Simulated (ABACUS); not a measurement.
# Sb (Pm-3m) in ABACUS: reference runs

Aim: a first look at Sb with PBE, on the cell as given and on a disturbed one.

Everything below comes from runs of ABACUS 3.10.1. Logs are shortened: lines on timing, memory, paths and dates and some standing lists are left out, and cuts for length are marked.

### Step 1. The crystal as given

It takes space group Pm-3m (No. 221, cubic). The conventional cell has a = 3.160 Å, b = 3.160 Å, c = 3.160 Å, α = 90.00°, β = 90.00°, γ = 90.00°. Around Sb (site symmetry m-3m) lie 6 Sb at 3.16 Å.

This isn't the form of Sb at room conditions, which is rhombohedral.

### Step 2. Single point, PBE

File INPUT:

```
INPUT_PARAMETERS
suffix              Sb
calculation         scf
basis_type          pw
pseudo_dir          ./
symmetry            1
dft_functional      pbe
ecutwfc             81
pseudo_rcut         10
nspin               1
nbands              12
ks_solver           dav
smearing_method     fd
smearing_sigma      0.00367493
scf_thr             1e-08
scf_nmax            100
mixing_type         broyden
mixing_beta         0.7
cal_force           1
cal_stress          1
kpar                4
```

File STRU:

```
ATOMIC_SPECIES
Sb 121.7600 Sb.upf

LATTICE_CONSTANT
1.8897261246

LATTICE_VECTORS
3.1600000000 0.0000000000 0.0000000000
0.0000000000 3.1600000000 0.0000000000
0.0000000000 0.0000000000 3.1600000000

ATOMIC_POSITIONS
Direct

Sb
0.0
1
0.0000000000 0.0000000000 0.0000000000 1 1 1
```

File KPT:

```
K_POINTS
0
Gamma
8 8 8 0 0 0
```

Potentials or basis: PseudoDojo NC SR 0.4.1 PBE standard, plane waves.

The run is started by

```
$ OMP_NUM_THREADS=1 mpirun -np 4 abacus > log
```

running log:

```text
ABACUS v3.10.1

               Atomic-orbital Based Ab-initio Computation at UStc

 ------------------------------------------------------------------------------------

 READING GENERAL INFORMATION
                           global_out_dir = OUT.Sb/
                           global_in_card = INPUT
                               pseudo_dir = ./
                              orbital_dir =
                                    DSIZE = 4
                                    GSIZE = 1

 READING UNITCELL INFORMATION
                                    ntype = 1
                  lattice constant (Bohr) = 1.88973
              lattice constant (Angstrom) = 1

 READING ATOM TYPE 1
                               atom label = Sb
                      L=0, number of zeta = 1
                      L=1, number of zeta = 1
                      L=2, number of zeta = 1
             number of atom for this type = 1

                        TOTAL ATOM NUMBER = 1
DIRECT COORDINATES
    atom                   x                   y                   z     mag                  vx                  vy                  vz
taud_Sb1            0.0000000000        0.0000000000        0.0000000000  0.0000        0.0000000000        0.0000000000        0.0000000000

                          Volume (Bohr^3) = 212.94
                             Volume (A^3) = 31.5545

 Lattice vectors: (Cartesian coordinate: in unit of a_0)
                +3.16                  +0                  +0
                   +0               +3.16                  +0
                   +0                  +0               +3.16
 Reciprocal vectors: (Cartesian coordinate: in unit of 2 pi/a_0)
            +0.316456                  -0                  +0
                   -0           +0.316456                  -0
                   +0                  -0           +0.316456
 The esolver type has been set to : ksdft_pw

                PAO radial cut off (Bohr) = 10

 Read in pseudopotential file is Sb.upf
                     pseudopotential type = NC
          exchange-correlation functional = PBE
                 nonlocal core correction = 1
                        valence electrons = 15
                                     lmax = 2
                           number of zeta = 3
                     number of projectors = 6
                           L of projector = 0
                           L of projector = 0
                           L of projector = 1
                           L of projector = 1
                           L of projector = 2
                           L of projector = 2
     initial pseudo atomic orbital number = 9

 SETUP THE ELECTRONS NUMBER
            electron number of element Sb = 15
      total electron number of element Sb = 15
            AUTOSET number of electrons:  = 15
                           occupied bands = 8
                                   NBANDS = 12
                                   NLOCAL = 9

%%%%%%%%%%%%%%%%%%%%%%%%%%%%%%%%%%%%%%%%%%%%%%%%%%%%%%%%%%%%%%%%%%%%%%%%%%%%%%%%%%%%%%%%%%%%%%%%%%%%%%%%%%
 Warning: the number of valence electrons in pseudopotential > 5 for Sb: [Kr] 4d10 5s2 5p3
 Pseudopotentials with additional electrons can yield (more) accurate outcomes, but may be less efficient.
 If you're confident that your chosen pseudopotential is appropriate, you can safely ignore this warning.
%%%%%%%%%%%%%%%%%%%%%%%%%%%%%%%%%%%%%%%%%%%%%%%%%%%%%%%%%%%%%%%%%%%%%%%%%%%%%%%%%%%%%%%%%%%%%%%%%%%%%%%%%%

 SETUP THE PLANE WAVE BASIS
 energy cutoff for charge/potential (unit:Ry) = 324
            fft grid for charge/potential = [ 36, 36, 36 ]
                        fft grid division = [ 1, 1, 1 ]
        big fft grid for charge/potential = [ 36, 36, 36 ]
                                     nbxx = 46656
                                     nrxx = 46656

 SETUP PLANE WAVES FOR CHARGE/POTENTIAL
                    number of plane waves = 20863
                         number of sticks = 925

 PARALLEL PW FOR CHARGE/POTENTIAL
     PROC   COLUMNS(POT)             PW
        1            925          20863
 --------------- sum -------------------
        1            925          20863
                            number of |g| = 246
                                  max |g| = 29.2421
                                  min |g| = 0

----------- Double Check Mixing Parameters Begin ------------
mixing_type: broyden
mixing_beta: 0.7
mixing_gg0: 1
mixing_gg0_min: 0.1
mixing_ndim: 8
----------- Double Check Mixing Parameters End ------------

 LATTICE VECTORS: (CARTESIAN COORDINATE: IN UNIT OF A0)
                +3.16                  +0                  +0
                   +0               +3.16                  +0
                   +0                  +0               +3.16
                       right hand lattice = 1
                                   NORM_A = 3.16
                                   NORM_B = 3.16
                                   NORM_C = 3.16
                           ALPHA (DEGREE) = 90
                           BETA  (DEGREE) = 90
                           GAMMA (DEGREE) = 90

 The lattice vectors have been changed (STRU_SIMPLE.cif)

(for optimal symmetric configuration:)
                             BRAVAIS TYPE = 1
                     BRAVAIS LATTICE NAME = 01. Cubic P (simple)
                                    ibrav = 1
                                    IBRAV = 1
                                  BRAVAIS = SIMPLE CUBIC
                       LATTICE CONSTANT A = 3.16
Original cell was already a primitive cell.
                        ROTATION MATRICES = 48
              PURE POINT GROUP OPERATIONS = 48
                   SPACE GROUP OPERATIONS = 48
                              POINT GROUP = O_h
               POINT GROUP IN SPACE GROUP = O_h

 SETUP K-POINTS
                                    nspin = 1
                   Input type of k points = Monkhorst-Pack(Gamma)
                                   nkstot = 512
                       right hand lattice = 1
(for reciprocal lattice: )
                             BRAVAIS TYPE = 1
                     BRAVAIS LATTICE NAME = 01. Cubic P (simple)
                                    ibrav = 1
                       right hand lattice = 1
(for k-lattice: )
                             BRAVAIS TYPE = 1
                     BRAVAIS LATTICE NAME = 01. Cubic P (simple)
                                    ibrav = 1
                       right hand lattice = 1
                        ROTATION MATRICES = 48
                               nkstot_ibz = 35
K-POINTS REDUCTION ACCORDING TO SYMMETRY
     IBZ    DIRECT_X    DIRECT_Y    DIRECT_Z  WEIGHT  ibz2bz
       1  0.00000000  0.00000000  0.00000000  0.0020       0
       2  0.12500000  0.00000000  0.00000000  0.0117       1
       3  0.25000000  0.00000000  0.00000000  0.0117       2
       4  0.37500000  0.00000000  0.00000000  0.0117       3
       5  0.50000000  0.00000000  0.00000000  0.0059       4
       6  0.12500000  0.12500000  0.00000000  0.0234       9
[... 22 lines left out ...]
      29  0.37500000  0.37500000  0.25000000  0.0469     155
      30  0.50000000  0.37500000  0.25000000  0.0469     156
[... 5 further k points ...]

                               nkstot now = 35
[... K-POINTS DIRECT COORDINATES: 35 rows ...]

           k-point number in this process = 9
       minimum distributed K point number = 8
[... stars of the k points ...]

[... K-POINTS CARTESIAN COORDINATES: 9 rows ...]

[... K-POINTS DIRECT COORDINATES: 9 rows ...]

 SETUP PLANE WAVES FOR WAVE FUNCTIONS
     energy cutoff for wavefunc (unit:Ry) = 81
              fft grid for wave functions = [ 36, 36, 36 ]
                    number of plane waves = 3119
                         number of sticks = 261

 PARALLEL PW FOR WAVE FUNCTIONS
     PROC   COLUMNS(POT)             PW
        1            261           3119
 --------------- sum -------------------
        1            261           3119

 SETUP NONLOCAL PSEUDOPOTENTIALS IN PLANE WAVE BASIS
 Sb non-local projectors:
 projector 1 L=0
 projector 2 L=0
 projector 3 L=1
 projector 4 L=1
 projector 5 L=2
 projector 6 L=2
      TOTAL NUMBER OF NONLOCAL PROJECTORS = 18

 Init Non-Local PseudoPotential table :
 Init Non-Local-Pseudopotential done.

                                     npwx = 2657

 Make real space PAO into reciprocal space.
       max mesh points in Pseudopotential = 1001
     dq(describe PAO in reciprocal space) = 0.01
                                    max q = 1084

 number of pseudo atomic orbitals for Sb is 3
WARNING: norm of atomic wavefunction # 3 of atomic type Sb is 0.999907, renormalized

 -------------------------------------------
 SELF-CONSISTENT
 -------------------------------------------
                                 init_chg = atomic

 PW ALGORITHM --------------- ION=   1  ELEC=   1--------------------------------
 Notice: Threshold on eigenvalues was too large.
 hsover_error=0.15 > DRHO=0.00233493
 Origin diag ethr = 0.01
 New diag ethr = 1.55662e-05

 Density error is 0.00222830021417
                          Error Threshold = 1.55661858077e-05
----------------------------------------------------------
     Energy           Rydberg                 eV
----------------------------------------------------------
 E_KohnSham     -181.9042971566      -2474.9349320149
 E_Harris       -182.1659020809      -2478.4942496096
 E_Fermi        0.6996495670         9.5192207144
----------------------------------------------------------
[... 39 lines left out ...]
 Density error is 2.94540505761e-09
                          Error Threshold = 1.01060194916e-09
----------------------------------------------------------
     Energy           Rydberg                 eV
----------------------------------------------------------
 E_KohnSham     -181.9045104000      -2474.9378333407
 E_KS(sigma->0) -181.9042441343      -2474.9342106099
 E_Harris       -181.9047187589      -2474.9406682080
 E_band         -12.6505618248       -172.1197237179
 E_one_elec     -74.1593606823       -1008.9898653166
 E_Hartree      44.6090784394        606.9376493049
 E_xc           -45.4478530590       -618.3497634697
 E_Ewald        -106.9058425667      -1454.5286083977
 E_entropy(-TS) -0.0005325314        -0.0072454616
 E_descf        0.0000000000         0.0000000000
 E_exx          0.0000000000         0.0000000000
 E_Fermi        0.6984267180         9.5025830005
----------------------------------------------------------

 charge density convergence is achieved
 final etot is -2474.9378333 eV
 EFERMI = 9.5025830005 eV

 STATE ENERGY(eV) AND OCCUPATIONS    NSPIN == 1
 1/9 kpoint (Cartesian) = 0.0000 0.0000 0.0000 (2601 pws)
       1       -19.5892     0.00390625
       2       -19.5892     0.00390625
       3       -19.4478     0.00390625
       4       -19.4478     0.00390625
       5       -19.4478     0.00390625
       6       -2.41861     0.00390625
       7        12.6910    7.89248e-31
       8        12.6910    7.89248e-31
       9        12.6910    7.89248e-31
      10        16.6063    7.76060e-65
      11        16.6063    7.76060e-65
      12        17.4762    2.15537e-72
[... 57 lines left out ...]
 6/9 kpoint (Cartesian) = 0.039557 0.039557 0.0000 (2624 pws)
       1       -19.5786      0.0468750
       2       -19.5602      0.0468750
       3       -19.4586      0.0468750
       4       -19.4528      0.0468750
       5       -19.4526      0.0468750
       6       -1.99454      0.0468750
       7        10.7074    1.60740e-12
       8        10.9112    2.72820e-14
       9        13.0974    2.79691e-33
      10        17.2436    2.71065e-69
      11        19.3857    6.72439e-88
      12        19.7013        0.00000

[... levels at 3 further k points ...]

------------------------------------------------------------------------------------------
 TOTAL-FORCE (eV/Angstrom)
------------------------------------------------------------------------------------------
                       Sb1         0.0000000000         0.0000000000         0.0000000000
------------------------------------------------------------------------------------------

----------------------------------------------------------------
 TOTAL-STRESS (KBAR)
----------------------------------------------------------------
       -22.9214087934        -0.0000000000         0.0000000000
        -0.0000000000       -22.9214087934         0.0000000000
         0.0000000000         0.0000000000       -22.9214087934
----------------------------------------------------------------
 TOTAL-PRESSURE: -22.921409 KBAR

 --------------------------------------------
 !FINAL_ETOT_IS -2474.9378333406762067 eV
 --------------------------------------------
```

Run time: 2.7 s. Hardware: 4 MPI ranks of Intel Xeon 6975P-C (Granite Rapids), shared host; peak memory 0.28 GiB.

What came out:

```yaml
Free_energy: -2474.9378 eV
Pressure: -2.3 GPa
Band_gap_on_the_k_mesh: none (metal or under the smearing width)
```

The run has no spin-orbit coupling, so splittings on Sb are missing.

### Step 3. Single point, PBE (cell strained at random at fixed volume)

INPUT is that of step 2.

File STRU:

```
ATOMIC_SPECIES
Sb 121.7600 Sb.upf

LATTICE_CONSTANT
1.8897261246

LATTICE_VECTORS
3.1830660000 -0.0091570000 -0.0792670000
-0.0091570000 3.1372080000 -0.0565340000
-0.0792670000 -0.0565340000 3.1629200000

ATOMIC_POSITIONS
Direct

Sb
0.0
1
0.0035030000 0.0030650000 -0.0217410000 1 1 1
```

KPT is that of step 2.

Potentials or basis: PseudoDojo NC SR 0.4.1 PBE standard, plane waves.

The run is started by

```
$ OMP_NUM_THREADS=1 mpirun -np 4 abacus > log
```

running log:

```text
ABACUS v3.10.1

               Atomic-orbital Based Ab-initio Computation at UStc

 ------------------------------------------------------------------------------------

 READING GENERAL INFORMATION
                           global_out_dir = OUT.Sb/
                           global_in_card = INPUT
                               pseudo_dir = ./
                              orbital_dir =
                                    DSIZE = 4
                                    GSIZE = 1

 READING UNITCELL INFORMATION
                                    ntype = 1
                  lattice constant (Bohr) = 1.88973
              lattice constant (Angstrom) = 1

 READING ATOM TYPE 1
                               atom label = Sb
                      L=0, number of zeta = 1
                      L=1, number of zeta = 1
                      L=2, number of zeta = 1
             number of atom for this type = 1

                        TOTAL ATOM NUMBER = 1
DIRECT COORDINATES
    atom                   x                   y                   z     mag                  vx                  vy                  vz
taud_Sb1            0.0035030000        0.0030650000        0.9782590000  0.0000        0.0000000000        0.0000000000        0.0000000000

                          Volume (Bohr^3) = 212.94
                             Volume (A^3) = 31.5545

 Lattice vectors: (Cartesian coordinate: in unit of a_0)
             +3.18307           -0.009157           -0.079267
            -0.009157            +3.13721           -0.056534
            -0.079267           -0.056534            +3.16292
 Reciprocal vectors: (Cartesian coordinate: in unit of 2 pi/a_0)
            +0.314362         +0.00105989         +0.00789728
          +0.00105989           +0.318861         +0.00572588
          +0.00789728         +0.00572588           +0.316464
 The esolver type has been set to : ksdft_pw

                PAO radial cut off (Bohr) = 10

 Read in pseudopotential file is Sb.upf
                     pseudopotential type = NC
          exchange-correlation functional = PBE
[... 204 lines left out ...]

 Density error is 0.00220372351798
                          Error Threshold = 1.54204233888e-05
----------------------------------------------------------
     Energy           Rydberg                 eV
----------------------------------------------------------
 E_KohnSham     -181.9041175279      -2474.9324880408
 E_Harris       -182.1713790728      -2478.5687679075
 E_Fermi        0.7007885801         9.5347177821
----------------------------------------------------------
[... 39 lines left out ...]
 Density error is 2.78752462589e-09
                          Error Threshold = 9.60552373373e-10
----------------------------------------------------------
     Energy           Rydberg                 eV
----------------------------------------------------------
 E_KohnSham     -181.9043306378      -2474.9353875498
 E_KS(sigma->0) -181.9041344286      -2474.9327179874
 E_Harris       -181.9044075432      -2474.9364339019
 E_band         -12.6535806975       -172.1607975887
 E_one_elec     -74.1206803755       -1008.4635927441
 E_Hartree      44.5877471240        606.6474218694
 E_xc           -45.4470211109       -618.3384442352
 E_Ewald        -106.9239838570      -1454.7754333152
 E_entropy(-TS) -0.0003924183        -0.0053391248
 E_descf        0.0000000000         0.0000000000
 E_exx          0.0000000000         0.0000000000
 E_Fermi        0.6993703313         9.5154215174
----------------------------------------------------------

 charge density convergence is achieved
 final etot is -2474.9353875 eV
 EFERMI = 9.5154215174 eV

 STATE ENERGY(eV) AND OCCUPATIONS    NSPIN == 1
 1/65 kpoint (Cartesian) = 0.0000 0.0000 0.0000 (2623 pws)
       1       -19.5986     0.00390625
       2       -19.5867     0.00390625
       3       -19.4538     0.00390625
       4       -19.4525     0.00390625
       5       -19.4499     0.00390625
       6       -2.41748     0.00390625
       7        12.4571    1.09759e-28
       8        12.7252    5.15404e-31
       9        12.9281    8.90351e-33
      10        16.5309    4.53317e-64
      11        16.6878    1.96290e-65
      12        17.5187    1.19204e-72
[... 57 lines left out ...]
 6/65 kpoint (Cartesian) = 0.00013249 0.039858 0.00071574 (2629 pws)
       1       -19.5866     0.00781250
       2       -19.5775     0.00781250
       3       -19.4592     0.00781250
       4       -19.4562     0.00781250
       5       -19.4519     0.00781250
       6       -2.19967     0.00781250
       7        10.7497    1.48552e-13
       8        12.6717    3.00275e-30
       9        12.9578    9.83961e-33
      10        16.7385    1.42660e-65
      11        17.2533    4.81138e-70
      12        19.6814        0.00000

[... levels at 59 further k points ...]

------------------------------------------------------------------------------------------
 TOTAL-FORCE (eV/Angstrom)
------------------------------------------------------------------------------------------
                       Sb1         0.0000000000         0.0000000000         0.0000000000
------------------------------------------------------------------------------------------

----------------------------------------------------------------
 TOTAL-STRESS (KBAR)
----------------------------------------------------------------
       -31.1986501340        -1.1162620719         5.0554390179
        -1.1162620719       -13.4169194956         0.8609923417
         5.0554390179         0.8609923417       -26.2464017608
----------------------------------------------------------------
 TOTAL-PRESSURE: -23.620657 KBAR

 --------------------------------------------
 !FINAL_ETOT_IS -2474.9353875498259185 eV
 --------------------------------------------
```

Wall time 17 s (4 MPI ranks of Intel Xeon 6975P-C (Granite Rapids), shared host); peak memory 0.4 GiB.

Results:

| Property | Result |
| --- | --- |
| Free energy | -2474.9354 eV |
| Pressure | -2.4 GPa |
| Band gap on the k mesh | none (metal or under the smearing width) |
